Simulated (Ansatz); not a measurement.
**Stationary points along a deformation path in Sn**

All numbers below come from Ansatz, DFT PBEsol, scalar-relativistic, plane waves, PAW. The runs took a 420 eV cutoff, a Γ-centred 20×20×20 mesh and Gaussian smearing (0.15 eV). No spin polarisation. Energies are free energies at this smearing, counted from the undisturbed cell; pressure is positive in compression.

Reference structure (as given, not relaxed at this level; it stands at -2.2 GPa; this bcc form isn't the usual structure):

```xyz
1
Lattice="-1.8947 1.8947 1.8947 1.8947 -1.8947 1.8947 1.8947 1.8947 -1.8947" Properties=species:S:1:pos:R:3 pbc="T T T"
Sn    0.0000    0.0000    0.0000
```

At fixed volume and fractional coordinates, lengths along (0.000, 0.000, 1.000) are scaled against those across it; ρ is that ratio over its starting value. V = 27.205 Å³/atom. Δσ is the stress along the axis less the mean stress across it (compression positive).

| ρ | ΔE (meV/atom) | Δσ (GPa) | space group |
| --- | --- | --- | --- |
| 0.650 | 160.6 | 15.15 | I4/mmm |
| 0.707 | 53.8 | 8.06 | I4/mmm |
| 0.780 | -0.2 | 2.78 | I4/mmm |
| 0.850 | -11.4 | 0.31 | I4/mmm |
| 0.920 | -7.6 | -1.04 | I4/mmm |
| 1.000 | 0.0 | 0.00 | Im-3m |
| 1.100 | -5.8 | 0.59 | I4/mmm |
| 1.200 | -7.8 | 0.08 | I4/mmm |
| 1.300 | -9.4 | -0.21 | I4/mmm |
| 1.414 | -7.1 | 0.00 | Fm-3m |
| 1.500 | -8.1 | -0.10 | I4/mmm |

Task: How does the stress give the slope of the energy, and where is the energy stationary?

Result: Along the path d ln(length) is 2/3 d ln ρ on the axis and −1/3 d ln ρ across it, so dE/d ln ρ = −(2/3) V Δσ: the energy falls with ρ where Δσ is positive. Δσ vanishes or changes sign between ρ = 0.850 and 0.920, a minimum (near 0.87 by linear interpolation); at ρ = 1.000 (Im-3m), a maximum at 0.0 meV/atom; between ρ = 1.200 and 1.300, a minimum (near 1.23 by linear interpolation); at ρ = 1.414 (Fm-3m), a stationary point at -7.1 meV/atom. Pairs of stationary points between two samples would go unseen, and could change a minimum read from distant neighbours into a maximum. At ρ = 1.000, 1.414 the cell is cubic, where symmetry alone makes the stress isotropic and the slope zero.

Task: Which shear constant sets the curvature at ρ = 1?

Result: For a cubic crystal E/V = (2/3) C (ln ρ)² with C = C′ = (C11 − C12)/2, so Δσ = −2C ln ρ. The parabola of Δσ against ln ρ through ρ = 0.920, 1 and 1.100 gives C ≈ -4.8 GPa with the ions clamped, rough because the steps are large. It is the stress–strain coefficient at this cell's pressure of -2.2 GPa, not the zero-pressure constant. It is negative, so the cubic cell is unstable to this shear.

Task: Integrate that slope from ρ = 1 to 1.300 by the trapezoid rule.

Result: With V/N in Å³ and 1 eV/Å³ = 160.2 GPa the slopes at ρ = 1.000, 1.100, 1.200, 1.300 are 0, -67, -9, 24 meV/atom per unit of ln ρ. The steps add (-3.2) + (-3.3) + 0.6 = -6.0 meV/atom, against -9.4 from the energies; the trapezoid rule misses the curvature of the slope within each step.

Task: Is the start the lowest point of the path?

Result: No: ρ = 0.850 lies 11.4 meV/atom lower, with no sampled rise above the start on the way. Volume and inner coordinates are held, so a relaxed structure there would lie lower still.

In a metal these slopes depend on the k mesh and the smearing.